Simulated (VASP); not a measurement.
# InP (F-43m) in VASP: further runs

Aim: see how the results for InP move with the level of theory and the settings. Levels: PBE, PBEsol+rVV10. Tasks: band structure, hyperfine couplings.

Program: VASP 6.6.1. These are calculated values, not measurements. Logs are shortened: lines on timing, memory, paths and dates and some standing lists are left out, and cuts for length are marked.

**What was measured.**

A printed reference work, data compilation reports, for a bulk crystal of InP at 1.6 K: band gap 1.4236 eV (direct).

How close the calculation comes is told below.

### Step 1. Starting point

It takes space group F-43m (No. 216, cubic). Conventional cell: a = 5.861 Å, b = 5.861 Å, c = 5.861 Å, α = 90.00°, β = 90.00°, γ = 90.00°. In (site symmetry -43m) has 4 P at 2.54 Å as nearest neighbours. P (site symmetry -43m) is surrounded by 4 In at 2.54 Å.

### Step 2. Band structure, PBE

POSCAR reads:

```
InP
1.0
    0.0000000000      2.9305000000      2.9305000000
    2.9305000000      0.0000000000      2.9305000000
    2.9305000000      2.9305000000      0.0000000000
In P
1 1
Direct
    0.0000000000      0.0000000000      0.0000000000
    0.7500000000      0.7500000000      0.7500000000
```

INCAR.step1 reads:

```
PREC = Accurate
ENCUT = 900
EDIFF = 1E-6
ISMEAR = -1
SIGMA = 0.05
LREAL = F
LASPH = T
NELM = 60
ALGO = Normal
ISIF = 2
LWAVE = F
LCHARG = T
GGA = PE
NBANDS = 16
```

KPOINTS.step1 reads:

```
Automatic mesh
0
Gamma
  8 8 8
```

INCAR.step2 reads:

```
PREC = Accurate
ENCUT = 900
EDIFF = 1E-6
ISMEAR = 0
SIGMA = 0.05
LREAL = F
LASPH = T
NELM = 60
ALGO = Normal
ISIF = 2
LWAVE = F
LCHARG = F
GGA = PE
NBANDS = 16
ICHARG = 11
```

KPOINTS.step2 reads:

```
path GXWKGLUWLK,UX
15
line-mode
reciprocal
 0.0000000000  0.0000000000  0.0000000000  G
 0.5000000000  0.0000000000  0.5000000000  X

 0.5000000000  0.0000000000  0.5000000000  X
 0.5000000000  0.2500000000  0.7500000000  W

 0.5000000000  0.2500000000  0.7500000000  W
 0.3750000000  0.3750000000  0.7500000000  K

 0.3750000000  0.3750000000  0.7500000000  K
 0.0000000000  0.0000000000  0.0000000000  G

 0.0000000000  0.0000000000  0.0000000000  G
 0.5000000000  0.5000000000  0.5000000000  L

 0.5000000000  0.5000000000  0.5000000000  L
 0.6250000000  0.2500000000  0.6250000000  U

 0.6250000000  0.2500000000  0.6250000000  U
 0.5000000000  0.2500000000  0.7500000000  W

 0.5000000000  0.2500000000  0.7500000000  W
 0.5000000000  0.5000000000  0.5000000000  L

 0.5000000000  0.5000000000  0.5000000000  L
 0.3750000000  0.3750000000  0.7500000000  K

 0.6250000000  0.2500000000  0.6250000000  U
 0.5000000000  0.0000000000  0.5000000000  X
```

Potentials or basis: VASP PAW PBE potentials, release 54 (In_d, P).

Started as:

```
$ cat potpaw_PBE.54/In_d/POTCAR potpaw_PBE.54/P/POTCAR > POTCAR
$ cp INCAR.step1 INCAR
$ cp KPOINTS.step1 KPOINTS
$ mpirun -np 1 vasp_std > vasp.out
$ cp INCAR.step2 INCAR
$ cp KPOINTS.step2 KPOINTS
$ mpirun -np 1 vasp_std > vasp.out
```

OUTCAR:

```text
PREC = Accurate
   ENCUT = 900
   EDIFF = 1E-6
   ISMEAR = 0
   LREAL = F
   LASPH = T
   NELM = 60
   ISIF = 2
   GGA = PE
   ICHARG = 11

 ion  position               nearest neighbor table
   1  0.000  0.000  0.000-   2 2.54   2 2.54   2 2.54   2 2.54
   2  0.750  0.750  0.750-   1 2.54   1 2.54   1 2.54   1 2.54

  LATTYP: Found a face centered cubic cell.
 ALAT       =     5.8610000000

  Lattice vectors:

 A1 = (   0.0000000000,   2.9305000000,   2.9305000000)
 A2 = (   2.9305000000,   0.0000000000,   2.9305000000)
 A3 = (   2.9305000000,   2.9305000000,   0.0000000000)

Analysis of symmetry for initial positions (statically):
=====================================================================
 Subroutine PRICEL returns:
 Original cell was already a primitive cell.

 Routine SETGRP: Setting up the symmetry group for a
 face centered cubic supercell.

 Subroutine GETGRP returns: Found 24 space group operations
 (whereof 24 operations were pure point group operations)
 out of a pool of 48 trial point group operations.

The static configuration has the point symmetry T_d .

Analysis of symmetry for dynamics (positions and initial velocities):
=====================================================================
 Subroutine PRICEL returns:
 Original cell was already a primitive cell.

 Routine SETGRP: Setting up the symmetry group for a
 face centered cubic supercell.

 Subroutine GETGRP returns: Found 24 space group operations
 (whereof 24 operations were pure point group operations)
 out of a pool of 48 trial point group operations.

The dynamic configuration has the point symmetry T_d .

 Subroutine INISYM returns: Found 24 space group operations
 (whereof 24 operations are pure point group operations),
 and found     1 'primitive' translations

----------------------------------------------------------------------------------------

                                     Primitive cell

  volume of cell :      50.3333

  direct lattice vectors                    reciprocal lattice vectors
     0.000000000  2.930500000  2.930500000    -0.170619348  0.170619348  0.170619348
     2.930500000  0.000000000  2.930500000     0.170619348 -0.170619348  0.170619348
     2.930500000  2.930500000  0.000000000     0.170619348  0.170619348 -0.170619348

  length of vectors
[... 74 lines left out ...]
   ENCUT  =  900.0 eV  66.15 Ry    8.13 a.u.  10.14 10.14 10.14*2*pi/ulx,y,z
   NELM   =     60;   NELMIN=  2; NELMDL=  0     # of ELM steps
   EDIFF  = 0.1E-05   stopping-criterion for ELM
   LREAL  =      F    real-space projection
   EDIFFG = 0.1E-04   stopping-criterion for IOM
   NSW    =      0    number of steps for IOM
   IBRION =     -1    ionic relax: 0-MD 1-quasi-New 2-CG
   NFREE  =      0    steps in history (QN), initial steepest desc. (CG)
   ISIF   =      2    stress and relaxation
   ISYM   =      2    0-nonsym 1-usesym 2-fastsym
   POTIM  = 0.5000    time-step for ionic-motion
   TEBEG  =    0.0;   TEEND  =   0.0 temperature during run
   PSTRESS=    0.0 pullay stress
   NELECT =      18.0000    total number of electrons
   NUPDOWN=      -1.0000    fix difference up-down
   EMIN   =  10.00;   EMAX   =-10.00  energy-range for DOS
   EFERMI =   0.00;   METHOD = LEGACY
   ISMEAR =     0;   SIGMA  =   0.05  broadening in eV -4-tet -1-fermi 0-gaus
   EFERMI_NEDOS =   21; number of points for ismear=-14 and -15
   IALGO  =     38    algorithm
   IMIX   =      4    mixing-type and parameters
     AMIX     =   0.40;   BMIX     =  1.00
     AMIX_MAG =   1.60;   BMIX_MAG =  1.00
  volume/ion in A,a.u.               =      25.17       169.83
  Fermi-wavevector in a.u.,A,eV,Ry     =   1.162021  2.195901 18.371846  1.350293
  Thomas-Fermi vector in A             =   2.298587
   LORBIT       =      0    0 simple, 1 ext, 2 COOP (PROOUT), +10 PAW based schemes
   GGA     = PE    functional components
   LHFCALC =     F    Hartree Fock is set to
   AEXX    =    0.0000 exact exchange contribution
   IVDW    =     0    specifies the selected vdW correction
   LEPSILON=     F    determine dielectric tensor
   LRPA    =     F    only Hartree local field effects (RPA)
 non-spin polarized calculation
 Gauss-broadening in eV      SIGMA  =   0.05
  energy-cutoff  :      900.00
  volume of cell :       50.33
 maximum number of plane-waves:      3119
 NGX is ok and might be reduce to    42

 number of electron      17.9999999 magnetization

 Free energy of the ion-electron system (eV)
  ---------------------------------------------------
  ext. energy  EPLUGINS =         0.00000000
  ---------------------------------------------------
  free energy    TOTEN  =        -8.59290974 eV

  energy without entropy =       -8.59290974  energy(sigma->0) =       -8.59290974

 E-fermi :   5.4445     XC(G=0):  -9.2827

 val. band max:        5.1888969429   @ k =   0.0000   0.0000   0.0000
 cond. band min:       5.9011792299   @ k =   0.0000   0.0000   0.0000
 fundamental gap:      0.7122822870
 Fermi energy:         5.4444948724

 k-point     1 :       0.0000    0.0000    0.0000
  band No.  band energies     occupation
      1      -8.9977      2.00000
      2      -8.9977      2.00000
      3      -8.9977      2.00000
      4      -8.8438      2.00000
      5      -8.8438      2.00000
      6      -6.3280      2.00000
[... 433 lines left out ...]
      3      -8.9003      2.00000
      4      -8.8763      2.00000
      5      -8.8189      2.00000
      6      -3.9019      2.00000
[... 8 lines left out ...]
     15      16.4121      0.00000
     16      17.1179      0.00000

 [... further k-points ...]

------------------------ aborting loop because EDIFF is reached ----------------------------------------

  FORCE on cell =-STRESS in cart. coord.  units (eV):
  Direction    XX          YY          ZZ          XY          YZ          ZX
  --------------------------------------------------------------------------------------
  -------------------------------------------------------------------------------------
  Total        0.2306230      0.2306230      0.2306230     -0.0000000     -0.0000000     -0.0000000
  in kB        7.3410458      7.3410458      7.3410458     -0.0000000     -0.0000000     -0.0000000
  external PRESSURE =       7.3410458 kB  Pullay stress =       0.0000000 kB

 VOLUME and BASIS-vectors are now :
 -----------------------------------------------------------------------------
  energy-cutoff  :      900.00
  volume of cell :       50.33
      direct lattice vectors                 reciprocal lattice vectors
     0.000000000  2.930500000  2.930500000    -0.170619348  0.170619348  0.170619348
     2.930500000  0.000000000  2.930500000     0.170619348 -0.170619348  0.170619348
     2.930500000  2.930500000  0.000000000     0.170619348  0.170619348 -0.170619348

 POSITION                                       TOTAL-FORCE (eV/Angst)
 -----------------------------------------------------------------------------------
      0.00000      0.00000      0.00000         0.000000      0.000000      0.000000
      4.39575      4.39575      4.39575        -0.000000     -0.000000     -0.000000
 -----------------------------------------------------------------------------------
    total drift:                                0.000000      0.000000      0.000000

  FREE ENERGIE OF THE ION-ELECTRON SYSTEM (eV)
  ---------------------------------------------------
  free  energy   TOTEN  =        -8.5929097354 eV

  energy  without entropy=       -8.5929097354  energy(sigma->0) =       -8.59290974
```

OUTCAR.step1:

```text
PREC = Accurate
   ENCUT = 900
   EDIFF = 1E-6
   ISMEAR = -1
   LREAL = F
[... 679 lines left out ...]
      0.00000      0.00000      0.00000         0.000000      0.000000     -0.000000
      4.39575      4.39575      4.39575        -0.000000     -0.000000      0.000000
 -----------------------------------------------------------------------------------
    total drift:                                0.000000      0.000000      0.000000

  FREE ENERGIE OF THE ION-ELECTRON SYSTEM (eV)
  ---------------------------------------------------
  free  energy   TOTEN  =        -8.3808756875 eV

  energy  without entropy=       -8.3808707310  energy(sigma->0) =       -8.38087321
```

OSZICAR.step1:

```text
N       E                     dE             d eps       ncg     rms          rms(c)
DAV:   1     0.135434101677E+03    0.13543E+03   -0.11643E+04   928   0.186E+03
DAV:   2     0.129211740379E+01   -0.13414E+03   -0.12742E+03  1008   0.377E+02
DAV:   3    -0.851765622840E+01   -0.98098E+01   -0.97450E+01  1232   0.892E+01
DAV:   4    -0.879044682984E+01   -0.27279E+00   -0.27266E+00  1200   0.153E+01
DAV:   5    -0.880315834505E+01   -0.12712E-01   -0.12711E-01  1352   0.296E+00    0.571E+00
DAV:   6    -0.840908585625E+01    0.39407E+00   -0.62082E-01  1456   0.129E+01    0.341E+00
DAV:   7    -0.837966989761E+01    0.29416E-01   -0.16412E-01  1344   0.324E+00    0.126E+00
DAV:   8    -0.838003845254E+01   -0.36855E-03   -0.15843E-02  1128   0.149E+00    0.328E-01
DAV:   9    -0.838064836341E+01   -0.60991E-03   -0.13094E-03  1200   0.388E-01    0.156E-01
DAV:  10    -0.838079885066E+01   -0.15049E-03   -0.25462E-04  1352   0.214E-01    0.103E-01
DAV:  11    -0.838087627553E+01   -0.77425E-04   -0.12327E-04  1112   0.980E-02    0.446E-02
DAV:  12    -0.838087568751E+01    0.58802E-06   -0.79856E-06  1096   0.274E-02
   1 F= -.83808757E+01 E0= -.83808732E+01  d E =-.495649E-05
```

Run time: 3.8 min. Hardware: 1 thread of Intel Xeon Platinum 8488C (Sapphire Rapids), shared host; peak memory 0.43 GiB.

Results:

```yaml
Band_gap_on_the_k_mesh: 0.71 eV, direct
Band_gap_along_the_path: 0.71 eV, direct
```

Levels at the corners of the path, in eV from the valence-band top:
```tsv
point	band 5	band 6	band 7	band 8	band 9	band 10	band 11	band 12	band 13	band 14
Γ	-14.03	-11.52	0.00	0.00	0.00	0.71	4.09	4.09	4.09	8.58
X	-14.00	-9.14	-5.75	-2.32	-2.32	1.76	2.27	9.21	9.60	9.60
X	-14.00	-9.14	-5.75	-2.32	-2.32	1.76	2.27	9.21	9.60	9.60
W	-14.02	-9.06	-5.60	-2.95	-2.91	4.29	4.38	5.57	6.21	10.19
W	-14.02	-9.06	-5.60	-2.95	-2.91	4.29	4.38	5.57	6.21	10.19
K	-14.01	-9.15	-5.60	-3.30	-1.94	2.36	4.39	7.51	7.54	8.26
K	-14.01	-9.15	-5.60	-3.30	-1.94	2.36	4.39	7.51	7.54	8.26
Γ	-14.03	-11.52	0.00	0.00	0.00	0.71	4.09	4.09	4.09	8.58
Γ	-14.03	-11.52	0.00	0.00	0.00	0.71	4.09	4.09	4.09	8.58
L	-14.02	-9.79	-5.73	-0.97	-0.97	1.50	4.81	4.81	7.10	9.48
L	-14.02	-9.79	-5.73	-0.97	-0.97	1.50	4.81	4.81	7.10	9.48
U	-14.01	-9.15	-5.60	-3.30	-1.94	2.36	4.39	7.51	7.54	8.26
U	-14.01	-9.15	-5.60	-3.30	-1.94	2.36	4.39	7.51	7.54	8.26
W	-14.02	-9.06	-5.60	-2.95	-2.91	4.29	4.38	5.57	6.21	10.19
W	-14.02	-9.06	-5.60	-2.95	-2.91	4.29	4.38	5.57	6.21	10.19
L	-14.02	-9.79	-5.73	-0.97	-0.97	1.50	4.81	4.81	7.10	9.48
L	-14.02	-9.79	-5.73	-0.97	-0.97	1.50	4.81	4.81	7.10	9.48
K	-14.01	-9.15	-5.60	-3.30	-1.94	2.36	4.39	7.51	7.54	8.26
U	-14.01	-9.15	-5.60	-3.30	-1.94	2.36	4.39	7.51	7.54	8.26
X	-14.00	-9.14	-5.75	-2.32	-2.32	1.76	2.27	9.21	9.60	9.60
```

Caveat: the log is that of the step along the path at fixed density, whose energy, stress, charges and moments have no meaning; spin-orbit coupling is left out, which moves the levels of the heavy elements.

(Continued in part 2 of 2.)
